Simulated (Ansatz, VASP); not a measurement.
Pb: VASP beside Ansatz

```
Pb
1.0
     3.19966    0.00000    0.00000
     0.00000    3.19966    0.00000
     0.00000    0.00000    3.19966
Pb
1
Direct
  0.00000 0.00000 0.00000
```

The cell was built by a generator and needn't be a form met in nature.

Alike in both runs: task relaxation of cell and atoms; functional RPBE; k mesh 10 × 10 × 10; occupations fermi-dirac, width 0.1 eV; no spin polarisation.

```csv
,VASP,Ansatz
version,VASP 6.6.1,Ansatz 0.2.0
potentials or method,"VASP PAW PBE potentials, release 64 (Pb_d)","plane waves (420 eV) with PAW, scalar-relativistic"
plane-wave cutoff (eV),600,420
valence electrons in the cell,14,14
```

```csv
,VASP,Ansatz,Ansatz less VASP
relaxed volume (Å³/atom),35.80,35.83,+0.028
relaxed cell length with the largest relative difference (Å),3.296,3.297,+0.0009
energy change over the relaxation (meV/atom),-30,-30,-0.2
```

Caveats: the PAW data sets were made with another functional, which shifts forces and pressure a little (VASP). Spin-orbit coupling is left out, which matters for the levels of Pb.
